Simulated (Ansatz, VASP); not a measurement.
# KI in VASP and in Ansatz

The input INCAR:

```
PREC     = Accurate       # precision mode
ENCUT    = 520            # plane-wave cutoff, eV
EDIFF    = 1E-6           # SCF threshold, eV
ISMEAR   = 0              # smearing method
SIGMA    = 0.05           # smearing width, eV
LREAL    = F              # projectors in reciprocal space
LASPH    = T              # aspherical terms in the spheres
NELM     = 100            # most SCF steps
ALGO     = Normal         # electronic algorithm
ISIF     = 2              # what is computed and relaxed
LWAVE    = F              # write WAVECAR
LCHARG   = F              # write CHGCAR
GGA      = PE             # functional
NBANDS   = 15             # bands
```

Contents of KPOINTS:

```
Automatic mesh
0
Gamma
  6 6 6
```

POSCAR

```
KI
1.0
    0.0000000000      3.8065140000      3.6655320000
    3.8065140000      0.0000000000      3.6655320000
    3.8065140000      3.8065140000      0.0000000000
K I
1 1
Direct
    0.0000000000      0.0000000000      0.0000000000
    0.5000000000      0.5000000000      0.5000000000
```

Input for Ansatz:

```yaml
crystal:
  lattice:
    - [0.0, 3.806514, 3.665532]
    - [3.806514, 0.0, 3.665532]
    - [3.806514, 3.806514, 0.0]
  atoms:
    - { symbol: K, position: [0.0, 0.0, 0.0] }
    - { symbol: I, position: [0.5, 0.5, 0.5] }
basis:
  ecutwfc: 420
kpoints:
  mp_grid: { grid: [6, 6, 6] }
hamiltonian:
  xc: pbe
scf:
  occupations: { method: gaussian, width: 0.05 }
output:
  forces: true
  stress: true
  eigenvalues: true
```

Change from the starting cell: strain +0.080 along x and y, +0.040 along z, atoms carried along.

Alike in both runs: task single point; functional PBE; k mesh 6 × 6 × 6; occupations gaussian, width 0.05 eV; no spin polarisation.

```csv
,VASP,Ansatz
version,VASP 6.6.1,Ansatz 0.2.0
potentials or method,"VASP PAW PBE potentials, release 64 (K_sv, I)","scalar-relativistic, plane waves, PAW"
plane-wave cutoff (eV),520,420
valence electrons in the cell,16,26
```

|  | VASP | Ansatz | Ansatz less VASP |
| --- | --- | --- | --- |
| gap on the k mesh at the Fermi level (eV) | 3.57 | 3.58 | +0.003 |
| least direct gap on the mesh (eV) | 3.57 | 3.58 | +0.003 |
| pressure (GPa) | -1.0 | -1.0 | -0.01 |
| largest component of the traceless stress (GPa) | 0.23 | 0.22 | -0.004 |

The two sets of potentials don't hold the same shells in valence.

Caveats: spin-orbit coupling is left out, which moves the levels of the heavy elements.
